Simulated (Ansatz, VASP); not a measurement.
**Ru in VASP and in Ansatz**

```
CELL_PARAMETERS angstrom
2.57670 0.00000 0.00000
-1.28835 2.23149 0.00000
0.00000 0.00000 4.66060
ATOMIC_POSITIONS crystal
Ru 0.33333 0.66667 0.25000
Ru 0.66667 0.33333 0.75000
```

Alike in both runs: task single point; functional PBEsol; k mesh 18 × 18 × 10; occupations gaussian, width 0.15 eV; no spin polarisation.

```csv
,VASP,Ansatz
version,VASP 6.6.1,Ansatz 0.2.0
potentials or method,"VASP PAW PBE potentials, release 64 (Ru_pv)","scalar-relativistic, plane waves, PAW"
plane-wave cutoff (eV),520,420
valence electrons in the cell,28,32
```

Ansatz gave:

```
gap on the k mesh at the Fermi level (eV)       : none
pressure (GPa)                                  : 3.9
largest component of the traceless stress (GPa) : 43.50
```

Estimate VASP's values.

gap on the k mesh at the Fermi level (eV): none; pressure (GPa): 3.9; largest component of the traceless stress (GPa): 43.44.

A gap of «none» marks a metal or a gap that the smearing closes. With one functional, cell and mesh, what is left measures potentials, basis and numerics. The two sets of potentials don't hold the same shells in valence. Ansatz warned: «pseudo_functional_mismatch».

Caveats: the PAW data sets were made with another functional, which shifts forces and pressure a little (VASP).
